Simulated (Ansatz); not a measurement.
TaN:

```
Ta N
1.0
     2.92177    0.00000    0.00000
    -1.46088    2.53033    0.00000
     0.00000    0.00000    5.91652
Ta N
2 2
Cartesian
  0.0000 0.0000 2.9583
  0.0000 0.0000 0.0000
  0.0000 1.6869 1.4791
  1.4609 0.8434 4.4374
```

The cell comes from a database or a generator and needn't be the stable form of this composition.

Base run:

```yaml
Program: Ansatz 0.2.0
Functional: r2SCAN
Potentials_or_basis: Ansatz PAW
Cutoff: "500 eV (not typed: the program's choice for these potentials)"
k_mesh: 7 × 7 × 4
Occupations: fermi-dirac, width 0.05 eV
Spin: spin-orbit coupling, no magnetisation
```

Its results: band gap on the k mesh none (metal or under the smearing width); pressure -6.2 GPa.

After a change of settings the same cell gave: band gap on the k mesh none (metal or under the smearing width); pressure -17.1 GPa. Which change was it?
A. functional from r2SCAN to LDA; cutoff from 500 eV (not typed: the program's choice for these potentials) to 420 eV (not typed: the program's choice for these potentials)
B. spin from spin-orbit coupling, no magnetisation to no spin polarisation; potential files from those of the base run to others of the same set
C. functional from r2SCAN to PBEsol; cutoff from 500 eV (not typed: the program's choice for these potentials) to 420 eV (not typed: the program's choice for these potentials)

A.

Caveats: the PAW data sets come from PBE, with cores solved anew for the run's functional, which leaves a small shift of forces and pressure; so large a pressure means that the cell lies far from this level's equilibrium, or that cutoff or potentials fall short (some runs).
